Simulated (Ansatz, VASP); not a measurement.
# Hg: VASP beside Ansatz

```xyz
1
Lattice="0.0000 2.5300 2.5300 2.5300 0.0000 2.5300 2.5300 2.5300 0.0000" Properties=species:S:1:pos:R:3 pbc="T T T"
Hg    0.0000    0.0000    0.0000
```

Alike in both runs: functional PBE; k mesh 12 × 12 × 12; occupations gaussian, width 0.02 eV; no spin polarisation.

Ansatz relaxed the structure, and its values are those at the end. VASP's run is a single point on that final structure, the one shown.

|  | VASP | Ansatz |
| --- | --- | --- |
| version | VASP 6.6.1 | Ansatz 0.2.0 |
| potentials or method | VASP PAW PBE potentials, release 64 (Hg) | scalar-relativistic, plane waves, PAW |
| plane-wave cutoff (eV) | 520 | 420 |
| valence electrons in the cell | 12 | 20 |

|  | VASP | Ansatz | Ansatz less VASP |
| --- | --- | --- | --- |
| gap on the k mesh at the Fermi level (eV) | 0.25 | 0.23 | -0.014 |
| least direct gap on the mesh (eV) | 1.28 | 1.26 | -0.017 |
| pressure (GPa) | 0.0 | 0.0 | -0.03 |

With one functional, cell and mesh, what is left measures potentials, basis and numerics. The two sets of potentials don't hold the same shells in valence.

Caveats: spin-orbit coupling is left out, which moves the levels of the heavy elements.
